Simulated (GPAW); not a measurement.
**TiSe in GPAW: convergence with plane-wave cutoff (eV)**

Crystal: TiSe.

```
CELL_PARAMETERS angstrom
3.40340 0.00000 0.00000
0.00000 3.40340 0.00000
0.00000 0.00000 3.40340
ATOMIC_POSITIONS crystal
Ti 0.00000 0.00000 0.00000
Se 0.50000 0.50000 0.50000
```

The cell comes from a database or a generator and needn't be the stable form of this composition.

- Program: GPAW 26.7.0
- Task: convergence study
- Functional: LDA
- Potentials or basis: the program's PAW data sets (release 1.2.1) made for this functional
- Cutoff: 200 eV
- Basis: pw
- k mesh: 8 × 8 × 8
- Occupations: fermi-dirac, width 0.05 eV
- Spin: no spin polarisation

These are the settings of the first run; the series varies plane-wave cutoff (eV), with any setting tied to it.

Hardware: 1 thread of Intel(R) Xeon(R) 6975P-C (Granite Rapids), on a shared host.

| plane-wave cutoff (eV) | energy less the tightest run, at zero smearing (meV/atom) | pressure (GPa) | SCF cycles | CPU time (s) | peak memory (GiB) |
| --- | --- | --- | --- | --- | --- |
| 200 | 492.49 | -35.72 | 9 | 2.9 | 0.12 |
| 250 | 233.65 | -21.89 | 9 | 3.3 | 0.13 |
| 300 | 168.84 | -22.93 | 9 | 3.6 | 0.13 |
| 350 | 97.47 | -22.68 | 9 | 4.2 | 0.13 |
| 400 | 53.74 | -21.51 | 9 | 4.4 | 0.14 |
| 500 | 32.30 | -20.62 | 9 | 6.8 | 0.14 |
| 600 | 21.45 | -20.77 | 9 | 6.5 | 0.15 |
| 800 | 3.58 | -20.54 | 9 | 11 | 0.17 |
| 1000 | 0.00 | -20.38 | 9 | 12 | 0.19 |

Not settled before the last step: the energy (to 1 meV/atom), the pressure (to 0.1 GPa). The tightest run that finished is the yardstick and may itself not be fully converged.

Caveat, for the tightest run too: so large a pressure means that the cell lies far from this level's equilibrium, or that cutoff or potentials fall short.
